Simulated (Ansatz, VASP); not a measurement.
**Two plane-wave programs on Y**

```
Y
1.0
     0.00000    2.58748    2.58748
     2.58748    0.00000    2.58748
     2.58748    2.58748    0.00000
Y
1
Direct
  0.00000 0.00000 0.00000
```

Alike in both runs: task single point; functional r2SCAN; k mesh 12 × 12 × 12; occupations fermi-dirac, width 0.1 eV; no spin polarisation.

```csv
,VASP,Ansatz
version,VASP 6.6.1,Ansatz 0.2.0
potentials or method,"VASP PAW PBE potentials, release 64 (Y_sv)","plane waves (500 eV) with PAW, scalar-relativistic"
plane-wave cutoff (eV),520,500
valence electrons in the cell,11,11
```

Ansatz gave:

```
pressure (GPa) : -1.3
```

Question: What did VASP give for the same quantities?

Answer: Pressure (GPa): -1.2.

The functional is the same, so the differences come from potentials, cutoffs and numerics.

Caveats: the PAW data sets were made with another functional, which shifts forces and pressure a little (VASP).
